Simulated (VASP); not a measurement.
# BP in VASP: settings compared

One sheet, BP, is run at these levels: PBEsol, HSE06, r2SCAN, PBE0; tasks: work function.

All numbers are computed with VASP 6.6.1; they aren't measurements. Logs are shortened: lines on timing, memory, paths and dates and some standing lists are left out, and cuts for length are marked.

## (1) The structure

The cell holds a sheet with vacuum, 2 atoms: a = 3.195 Å, b = 3.195 Å, c = 16.000 Å, α = 90.00°, β = 90.00°, γ = 120.00°.

The cell was built by a generator and needn't be a form met in nature.

## (2) Work function, PBEsol

File INCAR:

```
PREC = Accurate
ENCUT = 520
EDIFF = 1E-6
ISMEAR = 0
SIGMA = 0.03
LREAL = False
LASPH = True
NELM = 100
ALGO = Normal
ISIF = 2
LWAVE = False
LCHARG = True
LDIPOL = True
IDIPOL = 3
DIPOL = 0.5 0.5 0.500
GGA = PS
LVHAR = True
LVACPOTAV = True
KPAR = 4
```

File KPOINTS:

```
regular mesh
0
Gamma
  12 12 1
```

File POSCAR:

```
BP                                      
1.0
    3.1954827040      0.0000000000      0.0000000000
   -1.5977413520      2.7673691969      0.0000000000
    0.0000000000      0.0000000000     16.0000000000
  B               P             
     1     1
Direct
     0.3333330000000032    0.6666669999999968    0.5000000000000000
     0.6666669999999968    0.3333330000000032    0.5000000000000000
```

Potentials or basis: VASP PAW PBE potentials, release 64 (B, P).

Started as:

```console
$ cat potpaw_PBE.64/B/POTCAR potpaw_PBE.64/P/POTCAR > POTCAR
$ mpirun -np 4 vasp_std > vasp.out
```

OUTCAR:

```text
PREC = Accurate
   ENCUT = 520
   EDIFF = 1E-6
   ISMEAR = 0
   LREAL = False
   LASPH = True
   NELM = 100
   ISIF = 2
   GGA = PS

 ion  position               nearest neighbor table
   1  0.333  0.667  0.500-   2 1.84   2 1.84   2 1.84
   2  0.667  0.333  0.500-   1 1.84   1 1.84   1 1.84

  LATTYP: Found a hexagonal cell.
 ALAT       =     3.1954827040
 C/A-ratio  =     5.0070682529

  Lattice vectors:

 A1 = (   3.1954827040,   0.0000000000,   0.0000000000)
 A2 = (  -1.5977413520,   2.7673691969,   0.0000000000)
 A3 = (   0.0000000000,   0.0000000000,  16.0000000000)

Analysis of symmetry for initial positions (statically):
=====================================================================
 Subroutine PRICEL returns:
 Original cell was already a primitive cell.

 Routine SETGRP: Setting up the symmetry group for a
 hexagonal supercell.

 Subroutine GETGRP returns: Found 12 space group operations
 (whereof 12 operations were pure point group operations)
 out of a pool of 24 trial point group operations.

The static configuration has the point symmetry D_3h.

Analysis of symmetry for dynamics (positions and initial velocities):
=====================================================================
 Subroutine PRICEL returns:
 Original cell was already a primitive cell.

 Routine SETGRP: Setting up the symmetry group for a
 hexagonal supercell.

 Subroutine GETGRP returns: Found 12 space group operations
 (whereof 12 operations were pure point group operations)
 out of a pool of 24 trial point group operations.

The dynamic configuration has the point symmetry D_3h.

 Subroutine INISYM returns: Found 12 space group operations
 (whereof 12 operations are pure point group operations),
 and found     1 'primitive' translations

----------------------------------------------------------------------------------------

                                     Primitive cell

  volume of cell :     141.4893

  direct lattice vectors                    reciprocal lattice vectors
     3.195482704  0.000000000  0.000000000     0.312941766  0.180677013  0.000000000
    -1.597741352  2.767369197  0.000000000     0.000000000  0.361354026  0.000000000
     0.000000000  0.000000000 16.000000000     0.000000000  0.000000000  0.062500000

  length of vectors
     3.195482704  3.195482702 16.000000000     0.361354026  0.361354026  0.062500000

  position of ions in fractional coordinates (direct lattice)
     0.333333000  0.666667000  0.500000000
     0.666667000  0.333333000  0.500000000

  ion indices of the primitive-cell ions
   primitive index   ion index
                 1           1
                 2           2

----------------------------------------------------------------------------------------

 KPOINTS: regular mesh

Automatic generation of k-mesh.
 Grid dimensions read from file:
 generate k-points for:   12   12    1

 Generating k-lattice:

  Cartesian coordinates                     Fractional coordinates (reciprocal lattice)
     0.026078480  0.015056418  0.000000000     0.083333333  0.000000000  0.000000000
     0.000000000  0.030112835  0.000000000     0.000000000  0.083333333  0.000000000
     0.000000000  0.000000000  0.062500000     0.000000000  0.000000000  1.000000000

  Length of vectors
     0.030112835  0.030112835  0.062500000

  Shift w.r.t. Gamma in fractional coordinates (k-lattice)
     0.000000000  0.000000000  0.000000000

 Subroutine IBZKPT returns following result:
 ===========================================

 Found     19 irreducible k-points:

 Following reciprocal coordinates:
            Coordinates               Weight
  0.000000  0.000000  0.000000      1.000000
  0.083333  0.000000  0.000000      6.000000
  0.166667  0.000000  0.000000      6.000000
  0.250000 -0.000000  0.000000      6.000000
  0.333333 -0.000000  0.000000      6.000000
  0.416667  0.000000  0.000000      6.000000
[... 11 lines left out ...]
  0.333333  0.250000  0.000000     12.000000
  0.333333  0.333333  0.000000      2.000000
   k-points           NKPTS =     19   k-points in BZ     NKDIM =     19   number of bands    NBANDS=      8
   number of dos      NEDOS =    301   number of ions     NIONS =      2
   total plane-waves  NPLWV =  69120
   dimension x,y,z NGX =    24 NGY =   24 NGZ =  120
   dimension x,y,z NGXF=    48 NGYF=   48 NGZF=  240
   ions per type =               1   1
   NGX,Y,Z   is equivalent  to a cutoff of  12.49, 12.49, 12.47 a.u.
   NGXF,Y,Z  is equivalent  to a cutoff of  24.97, 24.97, 24.94 a.u.
 SYSTEM =  unknown system
   PREC   = accura    normal or accurate (medium, high low for compatibility)
   ISTART =      0    job   : 0-new  1-cont  2-samecut
   ICHARG =      2    charge: 1-file 2-atom 10-const
   ISPIN  =      1    spin polarized calculation?
   LNONCOLLINEAR =      F non collinear calculations
   LSORBIT =      F    spin-orbit coupling
   LASPH  =      T    aspherical Exc in radial PAW
   ENCUT  =  520.0 eV  38.22 Ry    6.18 a.u.   5.94  5.94 29.75*2*pi/ulx,y,z
   NELM   =    100;   NELMIN=  2; NELMDL= -5     # of ELM steps
   EDIFF  = 0.1E-05   stopping-criterion for ELM
[... 8 lines left out ...]
   TEBEG  =    0.0;   TEEND  =   0.0 temperature during run
   PSTRESS=    0.0 pullay stress
   NELECT =       8.0000    total number of electrons
   NUPDOWN=      -1.0000    fix difference up-down
   EMIN   =  10.00;   EMAX   =-10.00  energy-range for DOS
   EFERMI =   0.00;   METHOD = LEGACY
   ISMEAR =     0;   SIGMA  =   0.03  broadening in eV -4-tet -1-fermi 0-gaus
   EFERMI_NEDOS =   21; number of points for ismear=-14 and -15
   IALGO  =     38    algorithm
   IMIX   =      4    mixing-type and parameters
     AMIX     =   0.40;   BMIX     =  1.00
     AMIX_MAG =   1.60;   BMIX_MAG =  1.00
  volume/ion in A,a.u.               =      70.74       477.41
  Fermi-wavevector in a.u.,A,eV,Ry     =   0.628343  1.187397  5.371788  0.394815
  Thomas-Fermi vector in A             =   1.690256
   LORBIT       =      0    0 simple, 1 ext, 2 COOP (PROOUT), +10 PAW based schemes
   GGA     = PS    functional components
   LHFCALC =     F    Hartree Fock is set to
   AEXX    =    0.0000 exact exchange contribution
   IVDW    =     0    specifies the selected vdW correction
   LEPSILON=     F    determine dielectric tensor
   LRPA    =     F    only Hartree local field effects (RPA)
 non-spin polarized calculation
 Gauss-broadening in eV      SIGMA  =   0.03
  energy-cutoff  :      520.00
  volume of cell :      141.49
 maximum number of plane-waves:      3846
 NGX is ok and might be reduce to    24
   NGX = 11   NGY = 11   NGZ = 59

 number of electron       8.0000000 magnetization

 dipolmoment           0.000000      0.000000     -0.000000 electrons x Angstroem

 Free energy of the ion-electron system (eV)
  ---------------------------------------------------
  ext. energy  EPLUGINS =         0.00000000
  ---------------------------------------------------
  free energy    TOTEN  =       -12.71130258 eV

  energy without entropy =      -12.71130258  energy(sigma->0) =      -12.71130258

 E-fermi :  -2.9811     XC(G=0):  -2.6641

 val. band max:       -3.1313058554   @ k =   0.3333   0.3333   0.0000
 cond. band min:      -2.2662435219   @ k =   0.3333   0.3333   0.0000
 fundamental gap:      0.8650623335
 Fermi energy:        -2.9810600567

 k-point     1 :       0.0000    0.0000    0.0000
  band No.  band energies     occupation
      1     -16.8831      2.00000
      2      -7.3679      2.00000
      3      -4.7405      2.00000
      4      -4.7404      2.00000
      5       0.6863      0.00000
      6       1.5531      0.00000
      7       1.5532      0.00000
      8       1.9523      0.00000

 k-point     2 :       0.0833    0.0000    0.0000
  band No.  band energies     occupation
      1     -16.7761      2.00000
      2      -7.2516      2.00000
      3      -5.2800      2.00000
      4      -4.9508      2.00000
      5       0.8029      0.00000
      6       1.3722      0.00000
      7       1.9927      0.00000
      8       2.0854      0.00000

 k-point     3 :       0.1667    0.0000    0.0000
  band No.  band energies     occupation
      1     -16.4579      2.00000
      2      -6.9052      2.00000
      3      -6.5539      2.00000
      4      -5.4349      2.00000
      5       0.8540      0.00000
      6       1.2866      0.00000
      7       2.4795      0.00000
      8       2.8505      0.00000

 k-point     4 :       0.2500   -0.0000    0.0000
  band No.  band energies     occupation
      1     -15.9390      2.00000
      2      -8.0814      2.00000
      3      -6.3390      2.00000
      4      -5.9626      2.00000
      5       0.4306      0.00000
      6       1.8931      0.00000
      7       2.0353      0.00000
      8       3.5264      0.00000

 k-point     5 :       0.3333   -0.0000    0.0000
  band No.  band energies     occupation
      1     -15.2480      2.00000
      2      -9.5906      2.00000
      3      -6.3970      2.00000
      4      -5.5802      2.00000
      5       0.0532      0.00000
      6       0.4131      0.00000
      7       2.7782      0.00000
      8       4.4656      0.00000
[... 122 lines left out ...]
 k-point    17 :       0.2500    0.2500    0.0000
  band No.  band energies     occupation
      1     -14.2608      2.00000
      2     -10.3122      2.00000
      3      -8.5699      2.00000
      4      -4.4512      2.00000
      5      -0.8773      0.00000
      6       3.0700      0.00000
      7       4.0224      0.00000
      8       4.0585      0.00000

 k-point    18 :       0.3333    0.2500    0.0000
  band No.  band energies     occupation
      1     -13.6473      2.00000
      2     -10.9718      2.00000
      3      -9.0419      2.00000
      4      -3.6444      2.00000
      5      -1.7965      0.00000
      6       3.3988      0.00000
      7       3.5405      0.00000
      8       4.9604      0.00000

 k-point    19 :       0.3333    0.3333    0.0000
  band No.  band energies     occupation
      1     -13.3845      2.00000
      2     -11.0300      2.00000
      3      -9.4939      2.00000
      4      -3.1313      2.00000
      5      -2.2662      0.00000
      6       3.1707      0.00000
      7       4.2546      0.00000
      8       5.3447      0.00000

------------------------ aborting loop because EDIFF is reached ----------------------------------------

  FORCE on cell =-STRESS in cart. coord.  units (eV):
  Direction    XX          YY          ZZ          XY          YZ          ZX
  --------------------------------------------------------------------------------------
  -------------------------------------------------------------------------------------
  Total        0.1741774      0.1741774     -0.0091472      0.0000000      0.0000000     -0.0000000
  in kB        1.9723265      1.9723265     -0.1035799      0.0000000      0.0000000     -0.0000000
  external PRESSURE =       1.2803577 kB  Pullay stress =       0.0000000 kB

 VOLUME and BASIS-vectors are now :
 -----------------------------------------------------------------------------
  energy-cutoff  :      520.00
  volume of cell :      141.49
      direct lattice vectors                 reciprocal lattice vectors
     3.195482704  0.000000000  0.000000000     0.312941766  0.180677013  0.000000000
    -1.597741352  2.767369197  0.000000000     0.000000000  0.361354026  0.000000000
     0.000000000  0.000000000 16.000000000     0.000000000  0.000000000  0.062500000

 POSITION                                       TOTAL-FORCE (eV/Angst)
 -----------------------------------------------------------------------------------
     -0.00000      1.84491      8.00000         0.000000      0.000000      0.000000
      1.59774      0.92246      8.00000        -0.000000     -0.000000      0.000000
 -----------------------------------------------------------------------------------
    total drift:                               -0.000144      0.000083      0.000000

  FREE ENERGIE OF THE ION-ELECTRON SYSTEM (eV)
  ---------------------------------------------------
  free  energy   TOTEN  =       -12.7113025846 eV

  energy  without entropy=      -12.7113025846  energy(sigma->0) =      -12.71130258

 vacuum level on the upper side and lower side of the slab         2.027         2.027
```

Run time: 14 s. Hardware: 4 MPI ranks of Intel Xeon Platinum 8259CL at 2.50GHz (Skylake/Cascade Lake), shared host; peak memory 0.24 GiB.

Results:

- Free energy: -12.7113 eV
- Band gap on the k mesh: 0.87 eV, direct
- Ionisation potential of the upper face: 5.16 eV

Caveat: the PAW data sets were made with another functional, which shifts forces and pressure a little.

## (3) Work function, HSE06

POSCAR is that of step 2.

File INCAR.step1:

```
PREC = Accurate
ENCUT = 520
EDIFF = 1E-5
ISMEAR = 0
SIGMA = 0.03
LREAL = False
LASPH = True
NELM = 100
ALGO = Normal
ISIF = 2
LWAVE = True
LDIPOL = True
IDIPOL = 3
DIPOL = 0.5 0.5 0.500
GGA = PE
KPAR = 4
```

File INCAR.step2:

```
PREC = Accurate
ENCUT = 520
EDIFF = 1E-6
ISMEAR = 0
SIGMA = 0.03
LREAL = False
LASPH = True
NELM = 100
ALGO = Normal
ISIF = 2
LWAVE = False
LCHARG = True
LDIPOL = True
IDIPOL = 3
DIPOL = 0.5 0.5 0.500
GGA = PE
LHFCALC = True
HFSCREEN = 0.2
PRECFOCK = Fast
LVHAR = True
LVACPOTAV = True
ISTART = 1
KPAR = 4
```

File KPOINTS:

```
regular mesh
0
Gamma
  6 6 1
```

Potentials or basis: VASP PAW PBE potentials, release 64 (B, P).

Started as:

```console
$ cat potpaw_PBE.64/B/POTCAR potpaw_PBE.64/P/POTCAR > POTCAR
$ cp INCAR.step1 INCAR
$ mpirun -np 4 vasp_std > vasp.out
$ cp INCAR.step2 INCAR
$ mpirun -np 4 vasp_std > vasp.out
```

OUTCAR:

```text
PREC = Accurate
   ENCUT = 520
   EDIFF = 1E-6
   ISMEAR = 0
   LREAL = False
   LASPH = True
   NELM = 100
   ISIF = 2
   GGA = PE
   LHFCALC = True
   HFSCREEN = 0.2
   PRECFOCK = Fast
   ISTART = 1

 ion  position               nearest neighbor table
   1  0.333  0.667  0.500-   2 1.84   2 1.84   2 1.84
   2  0.667  0.333  0.500-   1 1.84   1 1.84   1 1.84

  LATTYP: Found a hexagonal cell.
 ALAT       =     3.1954827040
 C/A-ratio  =     5.0070682529

  Lattice vectors:

 A1 = (   3.1954827040,   0.0000000000,   0.0000000000)
 A2 = (  -1.5977413520,   2.7673691969,   0.0000000000)
[... 258 lines left out ...]
  --------------------------------------------------------------------------------------
  -------------------------------------------------------------------------------------
  Total        0.0610284      0.0610284     -0.0347547      0.0000000      0.0000000      0.0000000
  in kB        0.6910647      0.6910647     -0.3935511      0.0000000      0.0000000      0.0000000
  external PRESSURE =       0.3295261 kB  Pullay stress =       0.0000000 kB

 VOLUME and BASIS-vectors are now :
 -----------------------------------------------------------------------------
  energy-cutoff  :      520.00
  volume of cell :      141.49
      direct lattice vectors                 reciprocal lattice vectors
     3.195482704  0.000000000  0.000000000     0.312941766  0.180677013  0.000000000
    -1.597741352  2.767369197  0.000000000     0.000000000  0.361354026  0.000000000
     0.000000000  0.000000000 16.000000000     0.000000000  0.000000000  0.062500000

 POSITION                                       TOTAL-FORCE (eV/Angst)
 -----------------------------------------------------------------------------------
     -0.00000      1.84491      8.00000        -0.000000     -0.000000      0.000000
      1.59774      0.92246      8.00000         0.000000      0.000000      0.000000
 -----------------------------------------------------------------------------------
    total drift:                               -0.000132      0.000053     -0.000002

  FREE ENERGIE OF THE ION-ELECTRON SYSTEM (eV)
  ---------------------------------------------------
  free  energy   TOTEN  =       -13.9747645918 eV

  energy  without entropy=      -13.9747645918  energy(sigma->0) =      -13.97476459

 vacuum level on the upper side and lower side of the slab         2.027         2.027
```

OUTCAR.step1:

```text
PREC = Accurate
   ENCUT = 520
   EDIFF = 1E-5
   ISMEAR = 0
   LREAL = False
   LASPH = True
   NELM = 100
   ISIF = 2
   GGA = PE

[... 281 lines left out ...]
     -0.00000      1.84491      8.00000        -0.000000      0.000000      0.000000
      1.59774      0.92246      8.00000         0.000000      0.000000      0.000000
 -----------------------------------------------------------------------------------
    total drift:                               -0.000143      0.000082      0.000000

  FREE ENERGIE OF THE ION-ELECTRON SYSTEM (eV)
  ---------------------------------------------------
  free  energy   TOTEN  =       -12.1574539010 eV

  energy  without entropy=      -12.1574539010  energy(sigma->0) =      -12.15745390

 vacuum level on the upper side and lower side of the slab         1.883         1.883
```

OSZICAR.step1:

```text
N       E                     dE             d eps       ncg     rms          rms(c)
DAV:   1     0.457071878616E+02    0.45707E+02   -0.29725E+03   112   0.694E+02
DAV:   2    -0.935391396786E+01   -0.55061E+02   -0.48646E+02   160   0.105E+02
DAV:   3    -0.130297913302E+02   -0.36759E+01   -0.36746E+01   168   0.410E+01
DAV:   4    -0.130418386098E+02   -0.12047E-01   -0.12047E-01   160   0.289E+00
DAV:   5    -0.130420515464E+02   -0.21294E-03   -0.21294E-03   192   0.347E-01    0.732E+00
DAV:   6    -0.123329884822E+02    0.70906E+00   -0.25519E+00   152   0.773E+00    0.386E+00
DAV:   7    -0.121808689713E+02    0.15212E+00   -0.26799E-01   192   0.326E+00    0.146E+00
DAV:   8    -0.121592368594E+02    0.21632E-01   -0.70260E-02   184   0.155E+00    0.337E-01
DAV:   9    -0.121566732346E+02    0.25636E-02   -0.19483E-03   200   0.335E-01    0.176E-01
DAV:  10    -0.121566249184E+02    0.48316E-04   -0.53781E-04   144   0.154E-01    0.880E-02
DAV:  11    -0.121565204712E+02    0.10445E-03   -0.16055E-03   152   0.181E-01    0.412E-02
DAV:  12    -0.121568360475E+02   -0.31558E-03   -0.40299E-05   136   0.442E-02    0.225E-02
DAV:  13    -0.121569380760E+02   -0.10203E-03   -0.93068E-05   128   0.452E-02    0.933E-03
DAV:  14    -0.121571542432E+02   -0.21617E-03   -0.17214E-05   136   0.172E-02    0.705E-03
DAV:  15    -0.121573617798E+02   -0.20754E-03   -0.31733E-05   144   0.207E-02    0.369E-03
DAV:  16    -0.121574361406E+02   -0.74361E-04   -0.83902E-06   160   0.118E-02    0.168E-03
DAV:  17    -0.121574510143E+02   -0.14874E-04   -0.13451E-06   152   0.544E-03    0.640E-04
DAV:  18    -0.121574539010E+02   -0.28867E-05   -0.60006E-08   144   0.136E-03
   1 F= -.12157454E+02 E0= -.12157454E+02  d E =-.354073E-18
```

Wall time 32 s (4 MPI ranks of Intel Xeon Platinum 8259CL at 2.50GHz (Skylake/Cascade Lake), shared host); peak memory 0.33 GiB.

What came out:

| Property | Result |
| --- | --- |
| Free energy | -13.9748 eV |
| Band gap on the k mesh | 1.36 eV, direct |
| Ionisation potential of the upper face | 5.40 eV |

Levels at points of the mesh, in eV from the valence-band top:
| k point | band 2 | band 3 | band 4 | band 5 | band 6 | band 7 |
| --- | --- | --- | --- | --- | --- | --- |
| (0.00, 0.00, 0.00) | -4.83 | -2.07 | -2.07 | 4.26 | 5.47 | 5.59 |
| (0.50, 0.00, 0.00) | -9.52 | -4.26 | -1.22 | 1.98 | 3.64 | 8.56 |

Caveat: the PAW data sets were made with another functional, which shifts forces and pressure a little.

(Part 1 of 2 ends here.)
